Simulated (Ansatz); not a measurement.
A series in volume per atom on PbS

Plane-wave density functional theory, PAW datasets, Gaussian smearing 0.05 eV: one cell in which all forces lie under 0.002 eV/angstrom; stress (xx yy zz yz xz xy) and pressure positive in compression; site moments are of spin alone; formation energy from the elements run alike, uncorrected. The results are calculated, by Ansatz 0.2.0.

Cell of the first row (space group Fm-3m, No. 225):
```
PbS
1.0
      0.0000     2.9484     2.9484
      2.9484     0.0000     2.9484
      2.9484     2.9484     0.0000
Pb S
1 1
Direct
  0.50000 0.50000 0.50000
  0.00000 0.00000 0.00000
```

Settings of every row: paw set soft_2; functional PBE; spin treatment none; moment partition spheres; spin axis none; wave cutoff 420 eV; k mesh 10x10x10; SCF start atoms; lower state search light; symmetry use detected.

Atom first moment, atom hubbard u: 0 on all atoms.

Limits: formation energy without spin-orbit coupling on heavy elements.

| row | volume per atom (Å³) | formation energy (eV per atom) | pressure (GPa) | energy above relaxed cell (meV per atom) |
| --- | --- | --- | --- | --- |
| 1 | 25.631 | -0.5318 | 3.374 | 14.92 |
| 2 | 26.038 | -0.539 | 2.353 | 7.67 |
| 3 | 26.327 | -0.5427 | 1.675 | 4.04 |
| 4 | 26.58 | -0.5449 | 1.111 | 1.84 |
| 5 | 26.621 | -0.5451 | 1.024 | 1.57 |
| 6 | 27.123 | -0.5467 | -0.004 | 0 |
| 7 | 27.665 | -0.545 | -1.005 | 1.73 |
| 8 | 28.207 | -0.54 | -1.905 | 6.69 |
| 9 | 29.021 | -0.5273 | -3.086 | 19.44 |
| 10 | 29.835 | ? | ? | ? |

Question: what formation energy and pressure should row 10 give?

Worked fit of formation energy. Take u = (V_r/V)^(2/3) − 1 with V_r = 26.621 Å³ an atom, which is twice the finite (Eulerian) strain; such expansions in the strain, on which the Birch-Murnaghan equation of state is built, carry the rest volume and the bulk modulus. The shown rows have u = 0.02559, 0.01487, 0.00743, 0.00103, 0, -0.01238, -0.02532, -0.03785, -0.05592. Least squares give formation energy = −0.54512 + 0.2561 × u + 10.29 × u² eV per atom; a straight line predicts inner rows, each left out in turn, worse (root mean square 0.0048 against 5.4e-05 eV per atom). The rows lie off it by 0.0000, 0.0000, -0.0001, -0.0001, 0.0000, 0.0000, 0.0000, 0.0001, 0.0000. The withheld row has u = -0.07317, so the fit gives −0.54512 + 0.2561 × (-0.07317) + 10.29 × (-0.07317)² = -0.5088 eV per atom.

The calculation gave -0.509 eV per atom. The fit lies 0.0002 eV per atom (0.53 % of the column's range) above it; its largest miss of a shown row is 0.0001 eV per atom. This row lies beyond the range of the fit.

Worked fit of pressure. Take u = (V_r/V)^(2/3) − 1 with V_r = 26.621 Å³ an atom, which is twice the finite (Eulerian) strain; such expansions in the strain, on which the Birch-Murnaghan equation of state is built, carry the rest volume and the bulk modulus. The shown rows have u = 0.02559, 0.01487, 0.00743, 0.00103, 0, -0.01238, -0.02532, -0.03785, -0.05592. Least squares give pressure = 1.0238 + 85.861 × u + 230.15 × u² + 160.7 × u³ GPa; a parabola predicts inner rows, each left out in turn, worse (root mean square 0.0029 against 0.00096 GPa). The rows lie off it by 0.000, 0.001, 0.000, -0.001, 0.000, 0.000, 0.000, 0.000, 0.000. The pressure vanishes at u = -0.0123, or V = 27.12 Å³ an atom, and there the bulk modulus at fixed shape and fractions is B = −V dP/dV = (2/3)(1 + u) dP/du = 52.8 GPa. The withheld row has u = -0.07317, so the fit gives 1.0238 + 85.861 × (-0.07317) + 230.15 × (-0.07317)² + 160.7 × (-0.07317)³ = -4.089 GPa.

The calculation gave -4.089 GPa. The fit meets it to the printed digit. This row lies beyond the range of the fit.

The other values of row 10: energy above relaxed cell 37.73 meV per atom.
